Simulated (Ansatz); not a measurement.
## The 2H-MoTe2 bilayer (2H stacking) between two gates

Aim: screening and gap of the neutral 2H-MoTe2 bilayer (2H stacking) between oppositely charged gates.

Program: Ansatz 0.2.0. Level of theory: plane-wave DFT, PBE-D3(BJ), Ansatz PAW (set soft_1); PAW set soft_1, in the first sound run; inputs show where later runs differ. Results are calculated unless marked as measured.

**1. Set-up**

The cell holds 6 atoms: 4 Te and 2 Mo. Cell: a = 3.550 Å, b = 3.550 Å, c = 52.648 Å, α = 90.0°, β = 90.0°, γ = 120.0°. Regions: layer 1: 2H-MoTe2, 3 atoms (2 Te and 1 Mo); layer 2: 2H-MoTe2, 3 atoms (2 Te and 1 Mo). Vacuum lies along c.

**2. Relaxation**

The starting cell is a guess, so the in-plane lattice and the atoms are relaxed first, with the slab cut off from its images along the normal.

input.yaml reads:

```yaml
crystal:
  lattice:
    - [3.55, 0.0, 0.0]
    - [-1.775, 3.0743901834, 0.0]
    - [0.0, 0.0, 52.6482052597]
  atoms:
    - { symbol: Te, position: [0.3333333333, 0.6666666667, 0.3969745958] }
    - { symbol: Mo, position: [0.0, 0.0, 0.432817248] }
    - { symbol: Te, position: [0.3333333333, 0.6666666667, 0.4686599003] }
    - { symbol: Te, position: [0.0, 0.0, 0.5313400997] }
    - { symbol: Mo, position: [0.3333333333, 0.6666666667, 0.567182752] }
    - { symbol: Te, position: [0.0, 0.0, 0.6030254042] }
  periodic: [true, true, false]
kpoints:
  mp_grid: { grid: [12, 12, 1] }
hamiltonian:
  xc: pbe
  dispersion: d3bj
  pseudopotentials: { kind: paw, azcp: { folder: soft_1 } }
scf:
  occupations: { method: fermi_dirac, width: 0.05 }
  convergence: { dr2_threshold: 1.0e-09 }
relax:
  f_tol: 0.004
  max_steps: 90
  cell: {}
output:
  write_potential: true
  write_density: true
  volumetric_format: npy
```

Launch:

```bash
$ ansatz run input.yaml --threads 4 --pin off --max-ram 8192MiB --backend cpu --events-out ev --progress --plain --runs-dir out
```

Numbers of over 12 decimals in the logs are rounded to 6 here.

What it wrote:

```text
Warning: relax.cell: scf.convergence.dr2_threshold = 1e-9 eV is looser than the 1.38042845272e-10 eV advised for a relaxation that steers and ends on the stress (1e-10 eV for each atom of the cell: 6, times the square of relax.cell.stress_2d_tol = 0.05 N/m over 20.8 Å (the atoms' height at the walk's start and 5 Å past either face), 2.398e-2 GPa, over a crystal's default 0.05). What an SCF threshold leaves in a stress goes as its square root, and in the free energy as the threshold itself, and one threshold admits the most on a small cell: [figures from the program's tests cut] Set scf.convergence.dr2_threshold to 1.38042845272e-10 eV or tighter. [rest of the remark cut]
Engine: ansatz 0.2.0, aarch64-unknown-linux-gnu
Pseudopotentials: kind: paw
Pseudopotential: Te, paw, valence charge 16, recommended cutoff 420 eV (normal), soft_1/Te.paw.azcp
Pseudopotential: Mo, paw, valence charge 14, recommended cutoff 420 eV (normal), soft_1/Mo.paw.azcp
Functional definition: PBE
  parameter kappa = 0.804
  parameter beta = 0.066725
  exchange = pbe_x(kappa = kappa, mu = beta*pi^2/3)
  correlation = pbe_c(beta = beta)
Crystal: 6 atoms, lattice volume = 574.607 Å³
Basis set: ecut = 420 eV, 11101 PW (Γ), exchange–correlation on 48×48×720 points (8 copies of the dense FFT grid, shifted against one another)
Bands: 56, of which v1, the nominal top of the filled ones, is band 46 counted from 1 (45 counted from 0)
Symmetry: 12 space group operations
Space group: P-3m1 (ITA 164), of the structure as read, at distance tolerance 8.3e-5 Å
k-points: 19 of 144
Non-local potential: Te, projectors of the file, l = 0: 2, l = 1: 2, l = 2: 2, l = 3: 1
Non-local potential: Mo, projectors of the file, l = 0: 3, l = 1: 2, l = 2: 2, l = 3: 1
PAW form: soft (Blöchl's): semilocal exchange-correlation on the pseudo side does not see the compensation charge
PAW one-centre angular grid: Te, 590 points (default); XC on 64 Gauss nodes
PAW one-centre angular grid: Mo, 590 points (default); XC on 64 Gauss nodes
Initial density: superposition of atomic densities (neutral atoms: chi_scale 0, normalization atom)
Initial wavefunctions: pseudopotential atomic-orbital guess
Functional: x = pbe(κ = 0.804, μ = 0.219515), c = pbe(β = 0.066725)
SCF iter   1: F=—  HF=-37837.879631 eV  |F-HF|=—  |Δ(HF+E_count)|=         —  Δρ=2.68e-2  dr2=5.98e0  ethr=3.10e-3  ⟨swp⟩=20.8  Hψ=7460  notcnv=0
preconditioner: auto → Resta (q_TF=auto, 2.010 Å⁻¹)  ε∞=2.6  [insulator: Δε(μ)=0.886 eV  Ē_g=7.409 eV  σ=0.050 eV  W_gap=1.00  n_scr=32 (ndim 8)  ℏωp=9.3 eV  f_vac=0.714  D(μ)=0.00/eV (n_scr^D=0)  ε∞_Penn≈2.6  vacuum switching on, ρ_ref=4.0e-3 e/Å³]
SCF iter   2: F=—  HF=-37837.367678 eV  |F-HF|=—  |Δ(HF+E_count)|=   5.12e-1  Δρ=1.96e-2  dr2=8.75e0  ethr=3.10e-3  ⟨swp⟩=3.9  Hψ=2764  notcnv=0  defer=37
SCF iter   3: F=—  HF=-37836.603821 eV  |F-HF|=—  |Δ(HF+E_count)|=   7.64e-1  Δρ=1.07e-2  dr2=1.01e0  ethr=3.10e-3  ⟨swp⟩=4.1  Hψ=2022  notcnv=0  defer=36
SCF iter   4: F=—  HF=-37836.457227 eV  |F-HF|=—  |Δ(HF+E_count)|=   1.47e-1  Δρ=3.33e-3  dr2=5.80e-2  ethr=1.10e-3  ⟨swp⟩=3.2  Hψ=1878  notcnv=0  defer=35
SCF iter   5: F=—  HF=-37836.449337 eV  |F-HF|=—  |Δ(HF+E_count)|=   7.89e-3  Δρ=9.26e-4  dr2=4.35e-2  ethr=6.31e-5  ⟨swp⟩=3.2  Hψ=1901  notcnv=0  defer=35
SCF iter   6: F=—  HF=-37836.446380 eV  |F-HF|=—  |Δ(HF+E_count)|=   2.96e-3  Δρ=3.96e-4  dr2=1.20e-3  ethr=4.73e-5  ⟨swp⟩=2.7  Hψ=1457  notcnv=0  defer=35
SCF iter   7: F=—  HF=-37836.446339 eV  |F-HF|=—  |Δ(HF+E_count)|=   4.05e-5  Δρ=1.45e-4  dr2=1.28e-4  ethr=1.30e-6  ⟨swp⟩=4.1  Hψ=2158  notcnv=0  defer=35
SCF iter   8: F=—  HF=-37836.446369 eV  |F-HF|=—  |Δ(HF+E_count)|=   3.02e-5  Δρ=2.69e-5  dr2=6.31e-6  ethr=1.39e-7  ⟨swp⟩=3.4  Hψ=1964  notcnv=0  defer=35
SCF iter   9: F=—  HF=-37836.446442 eV  |F-HF|=—  |Δ(HF+E_count)|=   7.23e-5  Δρ=7.00e-6  dr2=5.53e-7  ethr=6.86e-9  ⟨swp⟩=3.5  Hψ=2281  notcnv=0  defer=35
SCF iter  10: F=—  HF=-37836.446442 eV  |F-HF|=—  |Δ(HF+E_count)|=   2.56e-7  Δρ=1.70e-6  dr2=3.90e-8  ethr=6.02e-10  ⟨swp⟩=3.5  Hψ=2110  notcnv=0  defer=35
SCF iter  11: F=—  HF=-37836.446442 eV  |F-HF|=—  |Δ(HF+E_count)|=   1.15e-8  Δρ=5.53e-7  dr2=5.90e-9  ethr=4.24e-11  ⟨swp⟩=3.3  Hψ=2212  notcnv=0  defer=35
SCF iter  12: F=-37836.446442 eV  HF=-37836.446442 eV  |F-HF|=3.42e-10  |Δ(HF+E_count)|=   1.86e-9  Δρ=1.42e-7  dr2=4.47e-10  ethr=1.09e-12  ⟨swp⟩=12.5  Hψ=7630  notcnv=0
SCF 1 converged in 12 iterations: F = -37836.446442 eV  dr2 = 4.47e-10
  greatest PAW one-centre occupation: 0.999 electrons in one spin orbital (limit 2), on the Mo atom at site 4 (counted from 0), in its partial waves of l = 0
relax step   1: F+E_penalty+E_count = -37836.44644199 eV  Δ(F+E_penalty+E_count) = +0.000e0 eV  max|allowed force component| = 1.078e0 eV/Å  Δτ_max = 0.0000 Å  P = -6.952 N/m  Ω = 574.607 Å³  fix = [c, alpha, beta]  reactions: c -0.000 N/m  (12 SCF iters, accepted)
Crystal: 6 atoms, lattice volume = 562.397 Å³
Basis set: ecut = 420 eV, 10969 PW (Γ), exchange–correlation on 48×48×720 points (8 copies of the dense FFT grid, shifted against one another)
Initial density: handed on by an earlier stage of this run
Initial wavefunctions: those handed on with the density
iter 1 solved again at ethr=6.11e-4 eV; its pass at ethr=3.10e-3 eV (dr2=5.62e-1 eV) is discarded
SCF iter   1: F=—  HF=-37836.366383 eV  |F-HF|=—  |Δ(HF+E_count)|=         —  Δρ=7.44e-3  dr2=5.65e-1  ethr=6.11e-4  ⟨swp⟩=2.6  Hψ=7841  notcnv=0
preconditioner: auto → Resta (q_TF=auto, 2.018 Å⁻¹)  ε∞=2.5  [insulator: Δε(μ)=0.693 eV  Ē_g=7.551 eV  σ=0.050 eV  W_gap=1.00  n_scr=32 (ndim 8)  ℏωp=9.4 eV  f_vac=0.725  D(μ)=0.00/eV (n_scr^D=0)  ε∞_Penn≈2.5  vacuum switching on, ρ_ref=4.1e-3 e/Å³]
SCF iter   2: F=—  HF=-37836.382243 eV  |F-HF|=—  |Δ(HF+E_count)|=   1.59e-2  Δρ=6.70e-3  dr2=7.45e-1  ethr=6.11e-4  ⟨swp⟩=4.3  Hψ=2010  notcnv=0
SCF iter   3: F=—  HF=-37836.293856 eV  |F-HF|=—  |Δ(HF+E_count)|=   8.84e-2  Δρ=2.41e-3  dr2=2.39e-2  ethr=6.11e-4  ⟨swp⟩=3.7  Hψ=1884  notcnv=0  defer=34
SCF iter   4: F=—  HF=-37836.289567 eV  |F-HF|=—  |Δ(HF+E_count)|=   4.29e-3  Δρ=3.41e-4  dr2=3.74e-4  ethr=2.60e-5  ⟨swp⟩=3.5  Hψ=1890  notcnv=0  defer=37
SCF iter   5: F=—  HF=-37836.289623 eV  |F-HF|=—  |Δ(HF+E_count)|=   5.60e-5  Δρ=9.09e-5  dr2=8.00e-5  ethr=4.06e-7  ⟨swp⟩=3.8  Hψ=2447  notcnv=0  defer=37
SCF iter   6: F=—  HF=-37836.289662 eV  |F-HF|=—  |Δ(HF+E_count)|=   3.84e-5  Δρ=4.49e-5  dr2=1.89e-4  ethr=8.69e-8  ⟨swp⟩=3.2  Hψ=1744  notcnv=0  defer=37
SCF iter   7: F=—  HF=-37836.289648 eV  |F-HF|=—  |Δ(HF+E_count)|=   1.39e-5  Δρ=1.71e-5  dr2=7.50e-6  ethr=8.69e-8  ⟨swp⟩=2.7  Hψ=1307  notcnv=0  defer=37
[...]
SCF iter   9: F=—  HF=-37836.662076 eV  |F-HF|=—  |Δ(HF+E_count)|=   3.37e-8  Δρ=1.69e-6  dr2=3.44e-8  ethr=3.42e-10  ⟨swp⟩=4.1  Hψ=2498  notcnv=0  defer=23
SCF iter  10: F=—  HF=-37836.662076 eV  |F-HF|=—  |Δ(HF+E_count)|=   3.83e-9  Δρ=3.57e-7  dr2=1.31e-9  ethr=3.74e-11  ⟨swp⟩=3.8  Hψ=2381  notcnv=0  defer=23
SCF iter  11: F=-37836.662076 eV  HF=-37836.662076 eV  |F-HF|=5.17e-10  |Δ(HF+E_count)|=   1.37e-9  Δρ=1.69e-7  dr2=5.94e-10  ethr=1.09e-12  ⟨swp⟩=12.5  Hψ=7781  notcnv=0
SCF 3 converged in 11 iterations: F = -37836.662076 eV  dr2 = 5.94e-10
relax step   3: F+E_penalty+E_count = -37836.66207585 eV  Δ(F+E_penalty+E_count) = -2.156e-1 eV  max|allowed force component| = 2.393e-1 eV/Å  Δτ_max = 0.0946 Å  P = -1.287 N/m  Ω = 560.097 Å³  energy of the carried Pulay correction = +7.295e-4 eV  fix = [c, alpha, beta]  reactions: c -0.000 N/m  (11 SCF iters, accepted)
[...]
relax step   4: F+E_penalty+E_count = -37836.67512626 eV  Δ(F+E_penalty+E_count) = -1.305e-2 eV  max|allowed force component| = 1.536e-2 eV/Å  Δτ_max = 0.0965 Å  P = +0.160 N/m  Ω = 558.127 Å³  energy of the carried Pulay correction = +8.310e-4 eV  fix = [c, alpha, beta]  reactions: c +0.000 N/m  (10 SCF iters, accepted)
[...]
relax step   5: F+E_penalty+E_count = -37836.67518929 eV  Δ(F+E_penalty+E_count) = -6.303e-5 eV  max|allowed force component| = 1.399e-2 eV/Å  Δτ_max = 0.0024 Å  P = +0.033 N/m  Ω = 558.764 Å³  energy of the carried Pulay correction = +7.981e-4 eV  fix = [c, alpha, beta]  reactions: c +0.000 N/m  (8 SCF iters, accepted)
[...]
relax step   6: F+E_penalty+E_count = -37836.67524111 eV  Δ(F+E_penalty+E_count) = -5.182e-5 eV  max|allowed force component| = 1.268e-2 eV/Å  Δτ_max = 0.0124 Å  P = +0.076 N/m  Ω = 558.464 Å³  energy of the carried Pulay correction = +8.135e-4 eV  fix = [c, alpha, beta]  reactions: c +0.000 N/m  (10 SCF iters, accepted)
[...]
relax step   7: F+E_penalty+E_count = -37836.67527727 eV  Δ(F+E_penalty+E_count) = -3.615e-5 eV  max|allowed force component| = 1.214e-3 eV/Å  Δτ_max = 0.0046 Å  P = +0.005 N/m  Ω = 558.660 Å³  energy of the carried Pulay correction = +8.034e-4 eV  fix = [c, alpha, beta]  reactions: c +0.000 N/m  (9 SCF iters, accepted)
Initial wavefunctions: pseudopotential atomic-orbital guess (no wavefunctions were taken with the density)
iter 1 solved again at ethr=1.01e-7 eV; its pass at ethr=3.10e-3 eV (dr2=9.26e-5 eV) is discarded
SCF iter   1: F=—  HF=-37836.674410 eV  |F-HF|=—  |Δ(HF+E_count)|=         —  Δρ=1.88e-5  dr2=4.72e-7  ethr=1.01e-7  ⟨swp⟩=7.3  Hψ=12303  notcnv=0
SCF iter   2: F=—  HF=-37836.674427 eV  |F-HF|=—  |Δ(HF+E_count)|=   1.73e-5  Δρ=8.64e-6  dr2=7.94e-8  ethr=5.13e-10  ⟨swp⟩=4.7  Hψ=3118  notcnv=0
SCF iter   3: F=—  HF=-37836.674428 eV  |F-HF|=—  |Δ(HF+E_count)|=   1.06e-7  Δρ=2.67e-6  dr2=7.14e-8  ethr=8.63e-11  ⟨swp⟩=3.0  Hψ=2263  notcnv=0
SCF iter   4: F=—  HF=-37836.674428 eV  |F-HF|=—  |Δ(HF+E_count)|=  2.98e-10  Δρ=1.51e-6  dr2=2.69e-8  ethr=7.76e-11  ⟨swp⟩=2.9  Hψ=1475  notcnv=0
SCF iter   5: F=—  HF=-37836.674428 eV  |F-HF|=—  |Δ(HF+E_count)|=  5.82e-10  Δρ=5.15e-7  dr2=1.60e-9  ethr=2.93e-11  ⟨swp⟩=2.4  Hψ=1469  notcnv=0
SCF iter   6: F=—  HF=-37836.674428 eV  |F-HF|=—  |Δ(HF+E_count)|=  9.17e-10  Δρ=1.94e-7  dr2=1.27e-9  ethr=1.09e-12  ⟨swp⟩=19.0  Hψ=8780  notcnv=0
SCF iter   7: F=-37836.674428 eV  HF=-37836.674428 eV  |F-HF|=2.18e-10  |Δ(HF+E_count)|=  2.18e-11  Δρ=5.74e-8  dr2=4.70e-11  ethr=1.09e-12  ⟨swp⟩=9.3  Hψ=6238  notcnv=0
SCF 8 converged in 7 iterations: F = -37836.674428 eV  dr2 = 4.70e-11
relax step   8: F+E_penalty+E_count = -37836.67442755 eV  Δ(F+E_penalty+E_count) = +8.497e-4 eV  max|allowed force component| = 1.207e-3 eV/Å  Δτ_max = 0.0000 Å  P = +0.007 N/m  Ω = 558.660 Å³  fix = [c, alpha, beta]  reactions: c +0.000 N/m  stress off target by 6.87e-3 N/m on what of the cell is left free  SCF on the basis re-selected at this cell (its energy is not comparable with the rows above)  (7 SCF iters)
basis re-selected at this cell: Δ(F+E_penalty+E_count) = +8.497e-4 eV, ΔP = +0.002 N/m vs the last step (what re-selecting the basis moved, of the pressure what is left beyond the Pulay correction that the steps carried, after the strain that the cell walked since its last selection, with what the two solves' SCF thresholds leave and, on support functions, any second-order correction that the steps lacked; it is no m [...]
WARN: The output density's exchange-correlation potential varies sharply where the density is thin. Do not read a vacuum level from v_tot or v_xc, or from such a field of the output density. On a cell that repeats whose density bears no net charge and no dipole along the vacuum's axis use v_es (v_loc + v_h of the components); under efield.dipole_correction with no amplitude use v_es + v_field, which holds any externa [...]
SCF converged after 7 iterations
Free energy (F): -37836.674428 eV
Harris-Foulkes:  -37836.674428 eV  (|F-HF|=2.18e-10)
Internal energy: -37836.674410 eV  (E = F + TS)
E sigma→0 (E₀):  -37836.674419 eV
Entropy (-TS):   -0.000017 eV (-0.003 meV/atom)
Fermi energy:    -4.260407 eV
--- Per-component energies (eV) ---
  E_band       = -2721.360016
  E_kinetic    = 1536.737885
  E_local      = -644022.715184  (includes V_loc(G=0)·N_el)
  E_nonlocal   = 565.164424
  E_hartree    = 320978.095616
  E_xc         = -842.619922
  E_vxc        = -847.775801  (∫ρ·V_xc dr)
  E_paw        = -25112.420329  (= ΣΔE_a)
  E_vpaw       = -1908.959847  (= ΣTr[D̂ρ^β])
  E_aug_tail   = 0.000467  (compensation charges beyond the density's cutoff)
  E_ewald      = 309063.929186
  E_disp       = -2.846554  (pairwise vdW)
  E_smearing   = -0.000017  (= −TS)
  E_closure    = -0.000000  (closes the sum)
  Σ components = -37836.674428   (vs F -37836.674428, Δ=0.00e0)
--- Forces (eV/Å), atoms counted from 1 ---
  atom   1  Te     0.00000000    -0.00000000     0.00076077
  atom   2  Mo    -0.00000000     0.00000000    -0.00120661
  atom   3  Te     0.00000000    -0.00000000     0.00061605
  atom   4  Te    -0.00000000     0.00000000    -0.00061605
  atom   5  Mo     0.00000000    -0.00000000     0.00120661
  atom   6  Te    -0.00000000     0.00000000    -0.00076077
  max |Σ_I F_I| component: 1.85e-17 eV/Å
--- 2D stress c σ (N/m, compression-positive) ---
        0.006869       0.000000       0.000000
        0.000000       0.006869       0.000000
        0.000000       0.000000       0.000000
  P = ½ c Tr σ = 0.0069 N/m
--- Band table (eV; the first three rows and the last of 19) ---
  k-point 0: bands = [... 42 lower, -5.6360, -5.6360, -5.5483, -4.6680, -1.7210, -1.7210, -1.6019, -1.6019, ... 6 higher]
  k-point 1: bands = [... 42 lower, -5.6885, -5.5501, -5.4935, -4.7097, -2.1034, -2.0167, -1.9337, -1.8516, ... 6 higher]
  k-point 2: bands = [... 42 lower, -5.8529, -5.5816, -5.5235, -5.0480, -2.8362, -2.7186, -2.5716, -2.4080, ... 6 higher]
  k-point 18: bands = [... 42 lower, -6.6140, -6.6140, -4.9309, -4.7709, -3.6298, -3.6298, -3.3484, -2.7570, ... 6 higher]
  the weakly bound empty levels are not read free of the cell's end (no_gap_told)
--- Relaxed structure (7 steps of the walk, 6 accepted, 1 SCFs on fresh bases) ---
  F+E_penalty+E_count = -37836.67442755 eV   max|allowed force component| = 1.207e-3 eV/Å   (the final SCF, on the basis selected at the relaxed cell)
  cell:  # Å, volume = 558.6604 Å³
    - [3.500393, 0, 0]
    - [-1.750197, 3.031429, 0]
    - [0, 0, 52.6482052597]
  atoms:
    - { symbol: Te, position: [0.333333, 0.666667, 0.400420] }
    - { symbol: Mo, position: [1.2711365179399402e-17, -5.08852219630634e-17, 0.434918] }
    - { symbol: Te, position: [0.333333, 0.666667, 0.469451] }
    - { symbol: Te, position: [7.94877084701327e-18, -5.08852219630634e-17, 0.530549] }
    - { symbol: Mo, position: [0.333333, 0.666667, 0.565082] }
    - { symbol: Te, position: [3.579140084864339e-18, -5.08852219630634e-17, 0.599580] }
```

Run time: 67 s. Hardware: 4 threads of Arm Neoverse V2, shared host; peak memory 1.4 GiB.

Relaxation path:

```
step  energy less that of the first step (eV)  largest force component (eV/Å)  volume (Å³)
   1                                   0.0000                          1.0778       574.61
   2                                   0.1567                          1.7660       562.40
   3                                  -0.2156                          0.2393       560.10
   4                                  -0.2287                          0.0154       558.13
   5                                  -0.2287                          0.0140       558.76
   6                                  -0.2288                          0.0127       558.46
   7                                  -0.2288                          0.0012       558.66
  8*                                  -0.2280                          0.0012       558.66
```

Relaxation steps marked * repeat the geometry before them on a plane-wave basis chosen anew for their cell, so energy and pressure can jump there. Relaxation step 2 was tried and not accepted.

The run keeps the 12 symmetry operations that it works with, so distortions that break them were not tested.

```
cell as run  before  after  change
      a (Å)   3.550  3.500  -1.4 %
      b (Å)   3.550  3.500  -1.4 %
```

The atoms that moved most (Å, along periodic axes as changes of fractional coordinates times the final cell, across vacuum about the mean position):

```
atom     dx     dy      dz  length
 Te6  0.000  0.000  -0.181   0.181
 Te1  0.000  0.000   0.181   0.181
 Mo2  0.000  0.000   0.111   0.111
 Mo5  0.000  0.000  -0.111   0.111
 Te3  0.000  0.000   0.042   0.042
 Te4  0.000  0.000  -0.042   0.042
```

The relaxed structure:

```xyz
6
Lattice="3.5004 0.0000 0.0000 -1.7502 3.0314 0.0000 0.0000 0.0000 52.6482" Properties=species:S:1:pos:R:3
Te    0.0000    2.0210   21.0814
Mo    0.0000    0.0000   22.8977
Te    0.0000    2.0210   24.7158
Te    0.0000    0.0000   27.9324
Mo    0.0000    2.0210   29.7505
Te    0.0000    0.0000   31.5668
```

The lattice constant a goes from 3.550 to 3.500 Å.

(Continued in part 2 of 3.)

[Logs are printed without paths, hosts, clocks, repeated set-up lines and the standing remarks that a program may print on its own settings, such as how far it seeks lower states.]

[Hosts, paths, dates, database ids (printed as entryN), source tags and the programs' standing remarks are cut or masked in the printed files.]

[Maps of the electrostatic potential energy from Ansatz leave out the sawtooth potential of an applied field or a dipole correction, so their vacuum need not be flat; planar profiles and work functions include it.]
